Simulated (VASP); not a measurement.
BeTe: relaxation of cell and atoms with RPBE

BeTe:

```
Be Te
1.0
     0.00000    2.77000    2.77000
     2.77000    0.00000    2.77000
     2.77000    2.77000    0.00000
Be Te
1 1
Direct
  0.00000 0.00000 0.00000
  0.25000 0.25000 0.25000
```

```
Program                : VASP 6.6.1
Task                   : relaxation of cell and atoms
Functional             : RPBE
Potentials or basis    : VASP PAW PBE potentials, release 64 (Be, Te)
Cutoff                 : 600 eV
k mesh                 : 8 × 8 × 8
Occupations            : gaussian, width 0.03 eV
Spin                   : no spin polarisation
Further INCAR settings : ALGO = Normal; EDIFF = 1e-06; IBRION = 2; EDIFFG = -0.01; NSW = 90; ISIF = 3
```

The relaxed volume is 23.38 Å³/atom, the relaxed cell is a = 4.044 Å, b = 4.044 Å, c = 4.044 Å, α = 60.00°, β = 60.00°, γ = 60.00° and the space group after relaxing (to 0.05 Å) is F-43m (No. 216). The energy gained by relaxing is 37.6 meV/atom and the ionic steps are 3. The pressure after relaxing is 0.0 GPa. The band gap on the k mesh is 2.18 eV, indirect (least direct gap 3.58 eV).

The path:
```tsv
step	energy change (eV)	largest force (eV/Å)	pressure (GPa)	volume (Å³)
1	0.0000	0.0000	6.11	42.51
2	-0.0723	0.0000	-0.98	47.70
3	-0.0751	0.0000	0.02	46.76
```

Final structure:
```xyz
2
Lattice="0.0000 2.8594 2.8594 2.8594 0.0000 2.8594 2.8594 2.8594 0.0000" Properties=species:S:1:pos:R:3 pbc="T T T"
Be    0.0000    0.0000    0.0000
Te    1.4297    1.4297    1.4297
```

Levels at points of the mesh, in eV from the valence-band top:
```csv
k point,band 1,band 2,band 3,band 4,band 5,band 6,band 7,band 8
"(0.00, 0.00, 0.00)",-11.98,0.00,0.00,0.00,3.58,3.67,3.67,3.67
"(0.50, 0.00, 0.00)",-10.75,-5.23,-1.06,-1.06,3.00,4.64,4.64,7.98
"(0.50, 0.50, 0.00)",-10.30,-4.87,-2.47,-2.47,2.18,2.77,9.47,9.47
```

Wall time 24 s on 1 thread of Intel(R) Xeon(R) Platinum 8259CL CPU @ 2.50GHz (Skylake/Cascade Lake), with other jobs on the host, peak memory 0.19 GiB.

Caveat: the PAW data sets were made with another functional, which shifts forces and pressure a little; spin-orbit coupling is left out, which moves the levels of the heavy elements; the volume moved by +10 % from the deposited cell, more than functionals usually miss. Zero-point motion and thermal expansion aren't in these numbers.
